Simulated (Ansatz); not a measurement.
Redistribution: C3H7I + C2H4O2 → C3H8O + C2H3IO

Gas-phase species: C3H7I (1-iodopropane) `CCCI`, singlet; C2H4O2 (acetic acid) `CC(=O)O`, singlet; C3H8O (1-propanol) `CCCO`, singlet; C2H3IO (acetyl iodide) `CC(=O)I`, singlet. The partners trade I for OH; both sit on C, so the bond types are kept.

Shapes, held fixed at every level: PBE0-D4/def2-TZVP. Flexible molecules stand in one conformer, not always the lowest. Programs: Ansatz 0.2.0. Electronic energies: no zero-point or thermal term.

```tsv
level	kind	ΔE (kJ/mol)	less CCSD(T)/def2-TZVPP
HF/def2-TZVPP	Hartree–Fock	+96.4	+12.3
PBE-D4/def2-TZVPP	GGA	+71.3	-12.8
r2SCAN-D4/def2-TZVPP	meta-GGA	+75.5	-8.6
PBE0-D4/def2-TZVPP	global hybrid	+82.3	-1.8
wB97M-V/def2-TZVPP	range-separated hybrid	+86.8	+2.7
wB97X-V/def2-TZVPP	range-separated hybrid	+87.9	+3.8
B2PLYP/def2-TZVPP	double hybrid	+77.9	-6.2
CCSD(T)/def2-TZVPP	coupled cluster or CI	+84.1	0.0
```

The highest level, CCSD(T)/def2-TZVPP, gives ΔE = +84.1 kJ/mol; the levels span +71.3 to +96.4. The column of differences is taken from that level and isn't an error. No measured value is set beside it here. For atoms past krypton def2 sets carry core potentials with scalar relativity. Outer-core shells of I are correlated, in sets that cover them unevenly.
